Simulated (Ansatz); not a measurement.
## SiC: pressure against volume per atom

Results calculated with Ansatz 0.2.0, not measured. Periodic Kohn-Sham DFT of a crystal at fixed atoms; pressure and stress are positive in compression; the energy is the free energy less that of spherical unpolarised free atoms; site moments are those in the method's own spheres, positive along +z.

Cell of the first row (space group Fm-3m, No. 225):
```
cell vectors (Å)
   0.0000     2.0022     2.0022
   2.0022     0.0000     2.0022
   2.0022     2.0022     0.0000
atoms (fractions of the cell vectors)
Si  0.00000  0.00000  0.00000
C   0.50000  0.50000  0.50000
```

Settings of every row: method frozen-core PAW; functional PBE; relativity scalar; k mesh 13x13x13; filling fermi-dirac; smearing width 0.05 eV; wave cutoff 420 eV; paw set soft_2.

Atom start moment: 0 on all atoms.

Limits: the cell comes from a prototype or a list of computed structures and needn't be the stable phase.

```csv
row,volume per atom (Å³),pressure (GPa)
1,8.027,10.465
2,8.194,5.034
3,8.361,-0.001
4,8.529,?
5,8.696,-9.272
```

Question: what pressure should row 4 give?

Worked fit of pressure. Take u = (V_r/V)^(2/3) − 1 with V_r = 8.2775 Å³ an atom, which is twice the finite (Eulerian) strain; such expansions in the strain, on which the Birch-Murnaghan equation of state is built, carry the rest volume and the bulk modulus. The shown rows have u = 0.0207, 0.00678, -0.00667, -0.03235. Least squares give pressure = 2.4789 + 376.77 × u + 420.64 × u² GPa; a straight line predicts inner rows, each left out in turn, worse (root mean square 0.18 against 0.038 GPa). The rows lie off it by 0.007, -0.019, 0.014, -0.003 (root mean square 0.012 GPa). The pressure vanishes at u = -0.0066, or V = 8.36 Å³ an atom, and there the bulk modulus at fixed shape and fractions is B = −V dP/dV = (2/3)(1 + u) dP/du = 246 GPa. The withheld row has u = -0.01976, so the fit gives 2.4789 + 376.77 × (-0.01976) + 420.64 × (-0.01976)² = -4.802 GPa.

The calculation gave -4.874 GPa. The fit lies 0.072 GPa (1.5 % of the value, 0.36 % of the column's range) above it; its largest miss of a shown row is 0.019 GPa.
